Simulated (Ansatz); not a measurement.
An element in the sc structure gives these cold pressures by all-electron LAPW under PBE (Ansatz 0.2.0, scalar-relativistic, no spin polarisation).

| V (Å³/atom) | P (GPa) |
| --- | --- |
| 5.60 | -0.23 |
| 5.16 | 30.3 |
| 4.71 | 74.7 |
| 4.26 | 147.4 |
| 3.81 | 261.8 |
| 3.36 | 437.5 |
| 2.91 | 735.8 |
| 2.52 | 1178 |

Q: Which element is it?

A: C. Its zero-pressure volume in this structure is near 5.6 Å³/atom; the volume and the steepness of P(V) together point to it, though neighbours can come close. Other candidates weren't computed, and some may come near.
